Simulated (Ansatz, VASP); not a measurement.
**Sn (linear Sn chain): VASP beside Ansatz**

Wanted: the spread between two codes on one cell, functional and k mesh. The cell is taken from a series of runs on this material, whose earlier steps may have relaxed, scaled, displaced or heated it; both programs get it as it stands.

Calculated with Ansatz 0.2.0; plane waves, with VASP 6.6.1 beside it; single point at PBE.

## 1. The structure

The cell holds 1 atom: 1 Sn. Its edges and angles: a = 7.500 Å, b = 7.500 Å, c = 2.453 Å, α = 90.0°, β = 90.0°, γ = 90.0°. Vacuum lies along a and b. The structure's axis is c.

Structure file:

```xyz
1
Lattice="7.5000 0.0000 0.0000 0.0000 7.5000 0.0000 0.0000 0.0000 2.4530" Properties=species:S:1:pos:R:3
Sn    3.7500    3.7500    0.0000
```

## 2. VASP: single point, PBE, pair 1

With cell and atoms fixed, the geometry can't cause a difference; cores, projectors, grids and the points listed under the comparison can.

Lines of VASP's logs that name or quote its potential files are left out, and so is its time.

The input, INCAR:

```
SYSTEM = Sn
PREC = Accurate
ENCUT = 500
EDIFF = 1E-06
NELM = 200
ISMEAR = -1
SIGMA = 0.05
LREAL = .FALSE.
ALGO = Normal
GGA = PE
NBANDS = 13
ISPIN = 2
MAGMOM = 0
LORBIT = 11
LWAVE = .FALSE.
LCHARG = .FALSE.
ISIF = 2
LASPH = .TRUE.
GGA_COMPAT = .FALSE.
```

The input, POSCAR:

```
Sn
1.0
    7.5000000000      0.0000000000      0.0000000000
    0.0000000000      7.5000000000      0.0000000000
    0.0000000000      0.0000000000      2.4529512042
Sn
1
Direct
    0.5000000000      0.5000000000      0.0000000000
```

The input, KPOINTS:

```
Automatic mesh
0
Gamma
1 1 33
0 0 0
```

Potentials, in the order of the species: Sn_d (PBE family, release 64).

The run is started by

```sh
$ mpirun -np 1 vasp_std
```

Numbers of over 12 decimals in the logs are rounded to 6 here.

Output:

```text
[banner, memory and clock lines left out]
running    1 mpi-ranks, on    1 nodes
 distrk:  each k-point on    1 cores,    1 groups
 distr:  one band on    1 cores,    1 groups

 POSCAR found type information on POSCAR Sn
 POSCAR found :  1 types and       1 ions
 LDA part: xc-table for (Slater+PW92), standard interpolation
 POSCAR, INCAR and KPOINTS ok, starting setup
 FFT: planning ... GRIDC
 FFT: planning ... GRID_SOFT
 FFT: planning ... GRID
 WAVECAR not read
 entering main loop
       N       E                     dE             d eps       ncg     rms          rms(c)
DAV:   1     0.775166880647E+02    0.77517E+02   -0.68420E+03   908   0.903E+02
DAV:   2     0.329902847278E+01   -0.74218E+02   -0.70001E+02   955   0.213E+02
DAV:   3    -0.203988724480E+01   -0.53389E+01   -0.53003E+01  1064   0.717E+01
DAV:   4    -0.221012182462E+01   -0.17023E+00   -0.17014E+00  1042   0.141E+01
DAV:   5    -0.221934382640E+01   -0.92220E-02   -0.92219E-02  1369   0.306E+00    0.248E+00
DAV:   6    -0.214393936500E+01    0.75404E-01   -0.38771E-02   984   0.142E+00    0.137E+00
DAV:   7    -0.211159816777E+01    0.32341E-01   -0.60859E-02   949   0.190E+00    0.191E-01
DAV:   8    -0.211157760449E+01    0.20563E-04   -0.59344E-03  1014   0.633E-01    0.641E-02
DAV:   9    -0.211157761023E+01   -0.57373E-08   -0.75837E-04  1022   0.247E-01    0.368E-02
DAV:  10    -0.211179701704E+01   -0.21941E-03   -0.13706E-04   904   0.113E-01    0.242E-02
DAV:  11    -0.211194948103E+01   -0.15246E-03   -0.28243E-05   894   0.434E-02    0.124E-02
DAV:  12    -0.211209828097E+01   -0.14880E-03   -0.26437E-05   904   0.487E-02    0.583E-03
DAV:  13    -0.211211657437E+01   -0.18293E-04   -0.55070E-06   924   0.178E-02    0.267E-03
DAV:  14    -0.211212998622E+01   -0.13412E-04   -0.15257E-06   914   0.765E-03    0.144E-03
DAV:  15    -0.211213255468E+01   -0.25685E-05   -0.19347E-07   637   0.237E-03    0.886E-04
DAV:  16    -0.211213285784E+01   -0.30317E-06   -0.10118E-07   627   0.203E-03
   1 F= -.21121329E+01 E0= -.21068953E+01  d E =-.104750E-01  mag=     0.0000
```

From OUTCAR (step 2):

```text
ion  position               nearest neighbor table
   1  0.500  0.500  0.000-

  LATTYP: Found a simple tetragonal cell.
 ALAT       =     7.5000000000
 C/A-ratio  =     0.3270601606

 Subroutine GETGRP returns: Found 16 space group operations
 (whereof 16 operations were pure point group operations)

The static configuration has the point symmetry D_4h.

 Found     17 irreducible k-points:

   k-points           NKPTS =     17   k-points in BZ     NKDIM =     17   number of bands    NBANDS=     13

   dimension x,y,z NGX =    56 NGY =   56 NGZ =   18
   dimension x,y,z NGXF=   112 NGYF=  112 NGZF=   36

   ENCUT  =  500.0 eV  36.75 Ry    6.06 a.u.  13.67 13.67  4.47*2*pi/ulx,y,z

   NELECT =      14.0000    total number of electrons

 k-points in reciprocal lattice and weights: Automatic mesh
   0.00000000  0.00000000  0.00000000       0.030
   0.00000000  0.00000000  0.03030303       0.061
   0.00000000  0.00000000  0.06060606       0.061
   0.00000000  0.00000000  0.09090909       0.061
   0.00000000  0.00000000  0.12121212       0.061
   0.00000000  0.00000000  0.15151515       0.061
   0.00000000  0.00000000  0.18181818       0.061
   0.00000000  0.00000000  0.21212121       0.061
   0.00000000  0.00000000  0.24242424       0.061
[...]
0.00000000  0.00000000  0.45454545       0.061
   0.00000000  0.00000000  0.48484848       0.061

 average (electrostatic) potential at core
       1-109.1338

 E-fermi :  -2.0514

 spin component 1
 k-point     1 :       0.0000    0.0000    0.0000
  band No.  band energies     occupation
    ...
      4     -23.1548      1.00000
      5     -23.1548      1.00000
      6     -11.2683      1.00000
      7      -3.4373      1.00000
      8      -3.4373      1.00000
      9       0.9716      0.00000
     10       2.2987      0.00000
     11       3.5980      0.00000
     12       4.2437      0.00000
     13       4.2437      0.00000

 k-point     2 :       0.0000    0.0000    0.0303
  band No.  band energies     occupation
    ...
      4     -23.1622      1.00000
      5     -23.1622      1.00000
      6     -11.2467      1.00000
      7      -3.4087      1.00000
      8      -3.4087      1.00000
      9       0.9937      0.00000
     10       2.3211      0.00000
     11       3.6197      0.00000
     12       4.2676      0.00000
     13       4.2676      0.00000

 k-point     3 :       0.0000    0.0000    0.0606
  band No.  band energies     occupation
    ...
      4     -23.1842      1.00000
      5     -23.1842      1.00000
      6     -11.1817      1.00000
      7      -3.3232      1.00000
      8      -3.3232      1.00000
      9       1.0597      0.00000
     10       2.3882      0.00000
     11       3.6848      0.00000
     12       4.3392      0.00000
     13       4.3392      0.00000

 k-point     4 :       0.0000    0.0000    0.0909
  band No.  band energies     occupation
    ...
      4     -23.2199      1.00000
      5     -23.2199      1.00000
      6     -11.0729      1.00000
      7      -3.1816      1.00000
      8      -3.1816      1.00000
      9       1.1696      0.00000
     10       2.5000      0.00000
     11       3.7933      0.00000
     12       4.4584      0.00000
     13       4.4584      0.00000

 k-point     5 :       0.0000    0.0000    0.1212
  band No.  band energies     occupation
    ...
      4     -23.2677      1.00000
      5     -23.2677      1.00000
      6     -10.9192      1.00000
      7      -2.9852      1.00000
      8      -2.9852      1.00000
      9       1.3232      0.00000
     10       2.6566      0.00000
     11       3.9453      0.00000
     12       4.6250      0.00000
     13       4.6250      0.00000

 k-point     6 :       0.0000    0.0000    0.1515
  band No.  band energies     occupation
    ...
      4     -23.3256      1.00000
      5     -23.3256      1.00000
      6     -10.7195      1.00000
      7      -2.7359      1.00000
      8      -2.7359      1.00000
      9       1.5198      0.00000
     10       2.8578      0.00000
     11       4.1406      0.00000
     12       4.8387      0.00000
     13       4.8387      0.00000

  Total        0.2107509      0.2107509      6.3947138     -0.0000000      0.0000000      0.0000000
  in kB        2.4471949      2.4471949     74.2540698     -0.0000000      0.0000000      0.0000000
  external PRESSURE =      26.3828198 kB  Pullay stress =       0.0000000 kB

  energy-cutoff  :      500.00
  volume of cell :      137.98
      direct lattice vectors                 reciprocal lattice vectors
     7.500000000  0.000000000  0.000000000     0.133333333  0.000000000  0.000000000
     0.000000000  7.500000000  0.000000000     0.000000000  0.133333333  0.000000000
     0.000000000  0.000000000  2.452951204     0.000000000  0.000000000  0.407672194

 POSITION                                       TOTAL-FORCE (eV/Angst)
 -----------------------------------------------------------------------------------
      3.75000      3.75000      0.00000         0.000000      0.000000      0.000000
 -----------------------------------------------------------------------------------
    total drift:                                0.000000      0.000000      0.000000

  FREE ENERGIE OF THE ION-ELECTRON SYSTEM (eV)
  ---------------------------------------------------
  free  energy   TOTEN  =        -2.1121328578 eV

  energy  without entropy=       -2.1016578184  energy(sigma->0) =       -2.10689534

 total charge
# of ion       s       p       d       tot
------------------------------------------
    1        1.243   1.210   9.968  12.422

 magnetization (x)
# of ion       s       p       d       tot
------------------------------------------
    1        0.000  -0.000   0.000   0.000

[... 6 further parts left out ...]
```

## 3. Ansatz: single point, PBE, pair 1

Ansatz runs on its default PAW (the set named soft_2) files.

The same cell, functional, mesh and smearing now go to Ansatz, which takes its cutoff from its data sets.

The input, input.yaml:

```yaml
crystal:
  lattice:
    - [7.5, 0.0, 0.0]
    - [0.0, 7.5, 0.0]
    - [0.0, 0.0, 2.4529512042]
  atoms:
    - { symbol: Sn, position: [0.5, 0.5, 0.0], spin: 0.5 }
magnetization:
  spin_polarized: true
kpoints:
  mp_grid: { grid: [1, 1, 33] }
scf:
  occupations: { method: fermi_dirac, width: 0.05 }
hamiltonian:
  xc: pbe
output:
  transmission:
    e_range: [-2, 2]
    de: 0.035
    kmesh: [1, 1]
    reduced_basis: true
    leads: [[0, 0]]
  stress: true
```

The run is started by

```sh
$ ansatz run input.yaml --threads 4 --pin off --max-ram 8192MiB --backend cpu --events-out ev --progress --plain --runs-dir out
```

Output:

```text
Engine: ansatz 0.2.0, aarch64-unknown-linux-gnu
Pseudopotentials: kind: paw
Pseudopotential: Sn, paw, valence charge 14, recommended cutoff 420 eV (normal), Sn.paw.azcp
Functional definition: PBE
  parameter kappa = 0.804
  parameter beta = 0.066725
  exchange = pbe_x(kappa = kappa, mu = beta*pi^2/3)
  correlation = pbe_c(beta = beta)
Crystal: 1 atoms, lattice volume = 137.979 Å³
Basis set: ecut = 420 eV, 2665 PW (Γ)
Bands: 12, of which v1, the nominal top of the filled ones, is band 7 counted from 1 (6 counted from 0)
Symmetry: 16 space group operations
Space group: P4/mmm (ITA 123), of the structure as read, at distance tolerance 5.2e-5 Å
Magnetic group: BNS 123.339 (UNI 999), of the structure as read, at distance tolerance 5.2e-5 Å
k-points: 17 of 33
Non-local potential: Sn, projectors of the file, l = 0: 2, l = 1: 2, l = 2: 2, l = 3: 2
PAW form: soft (Blöchl's): semilocal exchange-correlation on the pseudo side does not see the compensation charge
PAW one-centre angular grid: Sn, 590 points (default); XC on 64 Gauss nodes
Initial density: superposition of atomic densities (neutral atoms: chi_scale 0, normalization atom)
Starting moments: Σ|m| = 0.5 μB on 1 of 1 site
Initial wavefunctions: pseudopotential atomic-orbital guess
Functional: x = pbe(κ = 0.804, μ = 0.219515), c = pbe(β = 0.066725)
iter 1 solved again at ethr=1.59e-3 eV; its pass at ethr=3.10e-3 eV (dr2=2.23e-1 eV) is discarded
SCF iter   1: F=—  HF=-6022.520474 eV  |F-HF|=—  |Δ(HF+E_count)|=         —  Δρ=1.24e-2 (↑1.24e-2 ↓1.18e-2)  dr2=2.25e-1  dr2_m=1.54e-1  M=0.101 μB ∫|m|=0.101 μB  β_m=0.30  ethr=1.59e-3  ⟨swp⟩=1.0  Hψ=3614  notcnv=0
preconditioner: auto → LDOS  [metal: Δε(μ)=0.048 eV  Ē_g=9.404 eV  σ=0.050 eV  W_gap=0.23  n_scr=12 (ndim 8)  ℏωp=6.3 eV  f_vac=0.605  D(μ)=1.13/eV (n_scr^D=8)]
spin=Collinear: LDOS preconditioning applied to the charge; magnetization (m = ρ↑ − ρ↓) channel mixes plain (no charge-response kernel on spin).
SCF iter   2: F=—  HF=-6022.491799 eV  |F-HF|=—  |Δ(HF+E_count)|=   2.87e-2  Δρ=8.58e-3 (↑8.37e-3 ↓8.58e-3)  dr2=1.11e-1  dr2_m=7.67e-2  M=0.098 μB ∫|m|=0.098 μB  β_m=0.30  ethr=1.59e-3  ⟨swp⟩=2.0  Hψ=523  notcnv=0
SCF iter   3: F=—  HF=-6022.462716 eV  |F-HF|=—  |Δ(HF+E_count)|=   2.91e-2  Δρ=6.15e-3 (↑5.08e-3 ↓6.15e-3)  dr2=7.24e-3  dr2_m=3.88e-2  M=0.079 μB ∫|m|=0.079 μB  β_m=0.30  ethr=7.96e-4  ⟨swp⟩=2.6  Hψ=681  notcnv=0
SCF iter   4: F=—  HF=-6022.467805 eV  |F-HF|=—  |Δ(HF+E_count)|=   5.09e-3  Δρ=4.02e-3 (↑4.02e-3 ↓3.90e-3)  dr2=1.82e-3  dr2_m=1.96e-2  M=0.067 μB ∫|m|=0.067 μB  β_m=0.30  ethr=5.17e-5  ⟨swp⟩=2.7  Hψ=832  notcnv=0  defer=2
SCF iter   5: F=—  HF=-6022.469778 eV  |F-HF|=—  |Δ(HF+E_count)|=   1.97e-3  Δρ=2.94e-3 (↑2.94e-3 ↓2.70e-3)  dr2=1.92e-4  dr2_m=9.98e-3  M=0.055 μB ∫|m|=0.055 μB  β_m=0.30  ethr=1.30e-5  ⟨swp⟩=2.0  Hψ=573  notcnv=0  defer=2
SCF iter   6: F=—  HF=-6022.470912 eV  |F-HF|=—  |Δ(HF+E_count)|=   1.13e-3  Δρ=2.01e-3 (↑2.01e-3 ↓2.00e-3)  dr2=1.35e-5  dr2_m=5.06e-3  M=0.048 μB ∫|m|=0.048 μB  β_m=0.30  ethr=1.37e-6  ⟨swp⟩=2.1  Hψ=642  notcnv=0  defer=2
SCF iter   7: F=—  HF=-6022.471525 eV  |F-HF|=—  |Δ(HF+E_count)|=   6.13e-4  Δρ=1.43e-3 (↑1.43e-3 ↓1.43e-3)  dr2=2.74e-6  dr2_m=2.58e-3  M=0.041 μB ∫|m|=0.041 μB  β_m=0.30  ethr=9.67e-8  ⟨swp⟩=2.0  Hψ=482  notcnv=0  defer=2
Mixer restart at iter 7: flushing history
spin-set hold released at iteration 7 (site moments contracting): the magnetisation degrees of freedom join the quasi-Newton model from the next iteration; the mixer history was flushed
SCF iter   8: F=—  HF=-6022.471864 eV  |F-HF|=—  |Δ(HF+E_count)|=   3.39e-4  Δρ=1.02e-3 (↑1.02e-3 ↓1.02e-3)  dr2=1.05e-6  dr2_m=1.33e-3  M=0.036 μB ∫|m|=0.036 μB  β_m=0.65  ethr=1.96e-8  ⟨swp⟩=2.5  Hψ=572  notcnv=0  defer=2
SCF iter   9: F=—  HF=-6022.472373 eV  |F-HF|=—  |Δ(HF+E_count)|=   5.09e-4  Δρ=9.84e-5 (↑9.84e-5 ↓9.30e-5)  dr2=1.62e-7  dr2_m=1.16e-5  M=0.016 μB ∫|m|=0.016 μB  β_m=0.82  ethr=7.50e-9  ⟨swp⟩=2.7  Hψ=706  notcnv=0  defer=2
SCF iter  10: F=—  HF=-6022.472418 eV  |F-HF|=—  |Δ(HF+E_count)|=   4.54e-5  Δρ=5.53e-5 (↑5.53e-5 ↓5.44e-5)  dr2=1.15e-7  dr2_m=3.80e-6  M=0.009 μB ∫|m|=0.009 μB  β_m=0.91  ethr=7.14e-10  ⟨swp⟩=8.5  Hψ=2510  notcnv=0
SCF iter  11: F=—  HF=-6022.472442 eV  |F-HF|=—  |Δ(HF+E_count)|=   2.40e-5  Δρ=9.57e-6 (↑9.57e-6 ↓8.08e-6)  dr2=1.61e-7  dr2_m=5.97e-8  M=0.001 μB ∫|m|=0.001 μB  β_m=0.82  ethr=7.14e-10  ⟨swp⟩=7.8  Hψ=2373  notcnv=0
SCF iter  12: F=—  HF=-6022.472443 eV  |F-HF|=—  |Δ(HF+E_count)|=   2.89e-7  Δρ=3.03e-6 (↑3.03e-6 ↓2.88e-6)  dr2=3.37e-9  dr2_m=9.48e-9  M=0.000 μB ∫|m|=0.000 μB  β_m=0.90  ethr=7.14e-10  ⟨swp⟩=2.7  Hψ=1495  notcnv=0
SCF iter  13: F=—  HF=-6022.472443 eV  |F-HF|=—  |Δ(HF+E_count)|=   7.72e-8  Δρ=4.22e-7 (↑2.60e-7 ↓4.22e-7)  dr2=8.34e-11  dr2_m=1.28e-10  M=0.000 μB ∫|m|=0.000 μB  β_m=0.92  ethr=2.41e-11  ⟨swp⟩=5.1  Hψ=1669  notcnv=0
SCF iter  14: F=-6022.472443 eV  HF=-6022.472443 eV  |F-HF|=6.37e-12  |Δ(HF+E_count)|=  8.27e-10  Δρ=8.24e-8 (↑8.24e-8 ↓5.06e-8)  dr2=1.42e-11  dr2_m=4.60e-12  M=0.000 μB ∫|m|=0.000 μB  ethr=1.00e-12  ⟨swp⟩=4.0  Hψ=1330  notcnv=0
SCF 1 converged in 14 iterations: F = -6022.472443 eV  dr2 = 1.42e-11
  greatest PAW one-centre occupation: 0.991 electrons in one spin orbital (limit 2), on the Sn atom at site 0 (counted from 0), in its partial waves of l = 2
WARN: the starting moments were not kept: the SCF closed with an absolute magnetisation of 7.4e-6 μB, where they sum to 0.5 μB in size (1 site). That is at most 0.1 of that sum. Measured as dr2_m measures the in/out step, that magnetisation stands 3.9e-12 eV from none, at or under the dr2_threshold of 1.0e-7 eV: it is no larger than a step whose dr2_m would equal this threshold. The system may hold no moment; this SC [...]
transmission: 8 of 48 steps passed
transmission: 12 of 48 steps passed
[...]
transmission: 48 of 48 steps passed
SCF converged after 14 iterations
Magnetization: 0.0000 μB (7.0000 up, 7.0000 down)
Absolute magnetization: 0.0000 μB (∫|ρ↑−ρ↓|, with the PAW one-centre terms)
Spin contamination: 0.0000 ħ² per cell (⟨S²⟩ above its minimum at these occupations)
Per-site moments (μB) at R_I (Å): [(1.26835410640614e-6, 1.011842)]
Free energy (F): -6022.472443 eV
Harris-Foulkes:  -6022.472443 eV  (|F-HF|=6.37e-12)
Internal energy: -6022.461781 eV  (E = F + TS)
E sigma→0 (E₀):  -6022.467112 eV
Entropy (-TS):   -0.010662 eV (-10.662 meV/atom)
Fermi energy:    -1.509500 eV
--- Per-component energies (eV) ---
  E_band       = -252.256197
  E_kinetic    = 187.840096
  E_local      = -2651.520506  (includes V_loc(G=0)·N_el)
  E_nonlocal   = -32.137195
  E_hartree    = 1346.990790
  E_xc         = -382.135623
  E_vxc        = -95.354032  (∫ρ·V_xc dr)
  E_paw        = -4136.137179  (= ΣΔE_a)
  E_vpaw       = -355.065958  (= ΣTr[D̂ρ^β])
  E_aug_tail   = -0.000000  (compensation charges beyond the density's cutoff)
  E_ewald      = -355.362163
  E_smearing   = -0.010662  (= −TS)
  E_closure    = -0.000000  (closes the sum)
  Σ components = -6022.472443   (vs F -6022.472443, Δ=0.00e0)
--- Stress (GPa, compression-positive) ---
        0.256812       0.000000       0.000000
        0.000000       0.256812       0.000000
        0.000000       0.000000       7.536761
  P = ⅓ Tr σ = 2.6835 GPa (26.835 kbar)
--- Band table (eV; the first three rows and the last of 34) ---
  k-point 0 ↑: bands = [... 3 lower, -22.6355, -22.6355, -10.7283, -2.8935, -2.8935, 1.5145, 2.8427, 4.1401, ... 1 higher]
  k-point 1 ↑: bands = [... 3 lower, -22.6430, -22.6430, -10.7067, -2.8649, -2.8649, 1.5365, 2.8651, 4.1618, ... 1 higher]
  k-point 2 ↑: bands = [... 3 lower, -22.6650, -22.6650, -10.6418, -2.7795, -2.7795, 1.6025, 2.9322, 4.2269, ... 1 higher]
  k-point 16 ↓: bands = [... 3 lower, -22.8291, -22.3001, -4.7824, -3.0573, 2.7141, 2.7141, 5.8297, 5.8297, ... 1 higher]
--- Transmission ---
  basis      : 497 plane waves across, 4 finite elements along
  points     : 1, standing for a mesh of 1 x 1
  filling    : by the input's occupations and mesh, since the crystals that have channels conduct as metals do. If one of these is a semiconductor, that mesh has misplaced its level
  energies   : 115 from -2.000000 to 1.990000 eV about the Fermi level, 0.035000 eV apart; the leads are filled to 0.000000 eV, and channels, transmission and decay are at -0.005000 eV
  crystal 0  : Sn1, at the sites [0, 0], period 2.4530 Å: whole cells are its period
    offset         : up to 0.0000 Å between an atom of the period and one for which it stands
    filled         : 15.5 meV over the level at which it is neutral
    channels       : 3.000000e0 up, 3.000000e0 down
    conductance    : 4.1323e14 S/m² at 300 K; may be off by some 0.0 % by where its bands' edges are placed, 0.0 % from the distance to neutral
```

Reading the cycles: dr2 is the Hartree energy of the density residual (eV), the measure of convergence; HF is the Harris–Foulkes estimate of the energy, which meets the free energy F at convergence.

## 4. Side by side

Known differences besides the potentials themselves: the cutoff is 420 eV in Ansatz and 500 eV in VASP. Total energies have different zeros and are not compared.

Both answers:

| quantity | Ansatz | VASP | difference |
| --- | --- | --- | --- |
| pressure (GPa) | 2.68 | 2.64 | +0.05 |

## 5. Ansatz: single point, PBE, pair 2

A single point gives forces, pressure and levels at one fixed geometry, so differences don't come from the geometry; what else differs is listed under the comparison. The cell compared in this pair holds 144.25 Å³, against 137.98 Å³ for the pair before.

The cell is taken from a series of runs on this material, whose earlier steps may have relaxed, scaled, displaced or heated it; both programs get it as it stands.

input.yaml: that of step 3 with these lines changed.

```diff
@@ -4,3 +4,3 @@
     - [0.0, 7.5, 0.0]
-    - [0.0, 0.0, 2.4529512042]
+    - [0.0, 0.0, 2.5644489863]
   atoms:
@@ -10,3 +10,3 @@
 kpoints:
-  mp_grid: { grid: [1, 1, 33] }
+  mp_grid: { grid: [1, 1, 32] }
 scf:
```

Output:

```text
[...]
Crystal: 1 atoms, lattice volume = 144.250 Å³
Basis set: ecut = 420 eV, 2849 PW (Γ)
Bands: 12, of which v1, the nominal top of the filled ones, is band 7 counted from 1 (6 counted from 0)
Symmetry: 16 space group operations
[...]
k-points: 17 of 32
[...]
Starting moments: Σ|m| = 0.5 μB on 1 of 1 site
[...]
--- Transmission ---
  basis      : 497 plane waves across, 4 finite elements along
  points     : 1, standing for a mesh of 1 x 1
[...]
crystal 0  : Sn1, at the sites [0, 0], period 2.5644 Å: whole cells are its period
[...]
filled         : 52.5 meV over the level at which it is neutral
    channels       : 3.000000e0 up, 3.000000e0 down
[...]
[key lines of the parts left out:]
SCF converged after 14 iterations
Magnetization: 0.0000 μB (7.0000 up, 7.0000 down)
Free energy (F): -6022.707682 eV
Fermi energy:    -1.572867 eV
P = ⅓ Tr σ = 1.4778 GPa (14.778 kbar)
```

[end of part 1 of 2]

[Lines on the potential files, build, host, timing and source positions are cut from VASP's logs without a mark.]

[Logs are printed without paths, hosts, clocks, repeated set-up lines and the standing remarks that a program may print on its own settings, such as how far it seeks lower states.]

[Hosts, paths, dates, database ids (printed as entryN), source tags and the programs' standing remarks are cut or masked in the printed files.]
